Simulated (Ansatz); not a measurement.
# SiC: the cost of one run

Program: Ansatz 0.2.0. Level of theory: DFT HSE06, scalar-relativistic, plane waves, PAW. These are calculated values, not measurements.

### 1 The system as given

Symmetry: Fm-3m, No. 225, cubic system. Conventional cell: a = 4.000 Å, b = 4.000 Å, c = 4.000 Å, α = 90.00°, β = 90.00°, γ = 90.00°. Si (site symmetry m-3m) has 6 C at 2.00 Å as nearest neighbours. C (site symmetry m-3m) is surrounded by 6 Si at 2.00 Å.

Structure file:

```
CELL_PARAMETERS angstrom
0.00000 2.00000 2.00000
2.00000 0.00000 2.00000
2.00000 2.00000 0.00000
ATOMIC_POSITIONS crystal
Si 0.00000 0.00000 0.00000
C 0.50000 0.50000 0.50000
```

The cell was made up by rule, so the compound may not exist in this form.

This is a trial structure, the rocksalt prototype, and another one may lie lower.

### 2 Coarse point 1 of the search for the rest volume

File input.yaml:

```yaml
crystal:
  lattice:
    - [0.0, 2.0, 2.0]
    - [2.0, 0.0, 2.0]
    - [2.0, 2.0, 0.0]
  atoms:
    - { symbol: Si, position: [0.0, 0.0, 0.0] }
    - { symbol: C, position: [0.5, 0.5, 0.5] }
basis:
  ecutwfc: 420
kpoints:
  mp_grid: { grid: [8, 8, 8] }
hamiltonian:
  xc: hse06
scf:
  occupations: { method: gaussian, width: 0.05 }
output:
  forces: true
  stress: true
  eigenvalues: true
```

On the command line:

```
$ ansatz run input.yaml --threads 4 --pin off --max-ram 12288MiB --backend cpu --events-out ev --progress --plain --runs-dir out
```

Q: Estimate wall time and peak memory on 4 threads of Intel Xeon 6975P-C (Granite Rapids), shared host.

About 3.9 s, with a peak of 0.9 GiB.
